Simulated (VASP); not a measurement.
Runs of VASP 6.6.1 on SnO. All rows change the cell; the cell of one of them follows. It takes space group I4/mmm (No. 139, tetragonal). The conventional cell has a = 3.693 Å, b = 3.693 Å, c = 4.940 Å, α = 90.00°, β = 90.00°, γ = 90.00°. Sn (site symmetry 4/mmm) has 6 O at 2.47 to 2.61 Å as nearest neighbours. O (site symmetry 4/mmm) is surrounded by 6 Sn at 2.47 to 2.61 Å. The cell was built by a generator and needn't be a form met in nature.

```csv
level,cell,k mesh,exchange at q = 0,grid for exact exchange (PRECFOCK),screening parameter,gap on the mesh (eV),pressure (GPa)
r2SCAN,epitaxial_xy strain +2.9%,8 × 8 × 8,-,-,-,0.88,(a)
HSE06,epitaxial_111 strain +4.9%,6 × 6 × 6,truncated,Normal,0.2079 1/A,1.05,-3.6
r2SCAN,biaxial_xy strain +2.1%,8 × 8 × 8,-,-,-,0.95,-3.7
PBE,epitaxial_xy strain +2.9%,8 × 8 × 8,-,-,-,(c),(b)
```

Alike in all rows: task single point; potentials or basis VASP PAW PBE potentials, release 64 (Sn_d, O); no spin polarisation; cutoff (eV) 520; smearing fermi-dirac 0.02 eV.

Q: Estimate the missing entries.

A: (a) -2.4; (b) -0.2; (c) 0.75.

Caveats: spin-orbit coupling is left out, which moves the levels of the heavy elements; the PAW data sets were made with another functional, which shifts forces and pressure a little (some runs).

A k mesh can miss the band edges, and the runs leave out spin-orbit coupling on Sn.
